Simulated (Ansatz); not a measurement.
An Ansatz (an electronic-structure program) input:

Ansatz 0.2 input:
```yaml
crystal:
  lattice:
    - [0.0, 3.0175975742, 3.0175975742]
    - [3.0175975742, 0.0, 3.0175975742]
    - [3.0175975742, 3.0175975742, 0.0]
  atoms:
    - { symbol: Na, position: [0.0, 0.0, 0.0] }
    - { symbol: Br, position: [0.5, 0.5, 0.5] }
kpoints:
  mp_grid: { grid: [7, 7, 7] }
basis: { xc_grid: 2 }
hamiltonian:
  xc: pbe
  pseudopotentials: { kind: paw }
scf:
  occupations: { method: fixed }
output:
  optics: { e_range: [0.0, 15.0], de: 0.05, sigma: 0.1, bands: { spectra_wanted_up_to: 12 eV } }
```

Task: How many symmetry operations and irreducible k-points will the run report?

Result: 48 operations, 20 of 343 k-points.

Task: With a cutoff of 420 eV, how many plane waves at Γ?

Result: 1067.

It took around 8 core-seconds (rough) on shared server cores.

Space group Fm-3m (rock salt). Symmetry was held in the PBE relaxation; phonons on a q-mesh show no instability. Scalar-relativistic: spin–orbit coupling is off unless named, which matters more the heavier the elements.

Potentials: the later of the program's two PAW sets.

Ansatz is a plane-wave DFT program.
